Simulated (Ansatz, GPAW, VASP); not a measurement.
# W: 3 runs at one level of theory

```xyz
1
Lattice="-1.5823 1.5823 1.5823 1.5823 -1.5823 1.5823 1.5823 1.5823 -1.5823" Properties=species:S:1:pos:R:3 pbc="T T T"
W     0.0000    0.0000    0.0000
```

Alike in all runs: task band structure; functional BLYP; k mesh 12 × 12 × 12; occupations fermi-dirac, width 0.05 eV; no spin polarisation; no spin-orbit coupling. Pressure is positive in compression and, in plane waves, holds the error of the finite cutoff.

```csv
program and potentials,plane-wave cutoff (eV),notes,pressure (GPa)
"GPAW, PAW data sets generated for this functional",600,-,14.30
"VASP, PBE PAW files W_sv, 520 eV",520,potentials made for PBE,17.37
"Ansatz, all-electron LAPW, scalar-relativistic",-,-,?
```

Question: Estimate from the other rows what the run with Ansatz, all-electron LAPW, scalar-relativistic gave.

Answer: Pressure 15.53 GPa. The other rows, which needn't bracket it: pressure 14.30 to 17.37.
